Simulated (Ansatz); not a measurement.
SrTiO3: course of a relaxation

The calculation used DFT r2SCAN+U, scalar-relativistic, plane waves, PAW in Ansatz. Run with 500 eV cutoff, 6×6×6 k-mesh, Gaussian smearing of 0.02 eV, no spin polarisation, U_eff Ti 4.0 eV on d shells.

What was changed: biaxial strain in the a-b plane, c and atoms relaxed: +4.5 %.

Command:

```bash
ansatz run input.yaml --threads 1 --pin off --max-ram 2560MiB --backend cpu --events-out ev --progress --plain --runs-dir out
```

Input:

```yaml
crystal:
  lattice:
    - [4.0940082537, 0.0, 0.0]
    - [0.0, 4.0940082537, 0.0]
    - [0.0, 0.0, 3.8119330439]
  atoms:
    - { symbol: Sr, position: [0.0, 0.0, 0.0] }
    - { symbol: Ti, position: [0.5, 0.5, 0.5] }
    - { symbol: O, position: [0.5, 0.0, 0.5] }
    - { symbol: O, position: [0.5, 0.5, 0.0] }
    - { symbol: O, position: [0.0, 0.5, 0.5] }
basis:
  ecutwfc: 500
kpoints:
  mp_grid: { grid: [6, 6, 6] }
hamiltonian:
  xc: r2scan
  hubbard: { sites: [{ species: Ti, l: d, u_eff: 4.0 }] }
scf:
  occupations: { method: gaussian, width: 0.02 }
output:
  forces: true
  stress: true
  eigenvalues: true
relax:
  adjacent_minimum: "off"
  f_tol: 0.008
  max_steps: 40
  cell: { stress_tol: 0.015, fix: [a, b, gamma] }
```

F is the free energy. Steps run on the plane waves of an earlier cell, but the last one, and at times one on the way, on a freshly chosen basis, so a repeated geometry can differ a little in energy. The held parts of the cell keep their stress, so P needn't end at zero.

Steps:

| step | F − F(1) (eV) | largest force component (eV/Å) | V (Å³/atom) | P (GPa) |
| --- | --- | --- | --- | --- |
| 1 | 0.0000 | 0.000 | 12.778 | -8.65 |
| 2 | -0.0006 | 0.000 | 12.804 | -9.01 |
| 3 | -0.0007 | 0.000 | 12.819 | -9.22 |
| 4 | -0.0008 | 0.000 | 12.819 | -9.22 |

Relaxed structure:

```
CELL_PARAMETERS angstrom
4.09401 0.00000 0.00000
0.00000 4.09401 0.00000
0.00000 0.00000 3.82415
ATOMIC_POSITIONS crystal
Sr 0.00000 0.00000 0.00000
Ti 0.50000 0.50000 0.50000
O 0.50000 0.00000 0.50000
O 0.50000 0.50000 0.00000
O 0.00000 0.50000 0.50000
```

Symmetry: P4/mmm, No. 123, tetragonal system. Conventional cell: a = 4.094 Å, b = 4.094 Å, c = 3.824 Å, α = 90.00°, β = 90.00°, γ = 90.00°. Around Sr (site symmetry 4/mmm) lie 12 O at 2.80 to 2.89 Å. Ti (site symmetry 4/mmm) has 6 O at 1.91 to 2.05 Å as nearest neighbours. O (site symmetry mmm) is surrounded by 2 Ti at 2.05 Å. Around O (site symmetry 4/mmm) lie 2 Ti at 1.91 Å.

The run converged. Time: 100 s on 1 thread of Intel(R) Xeon(R) Processor @ 2.50GHz (Skylake/Cascade Lake), on a shared host, peak memory 0.59 GiB.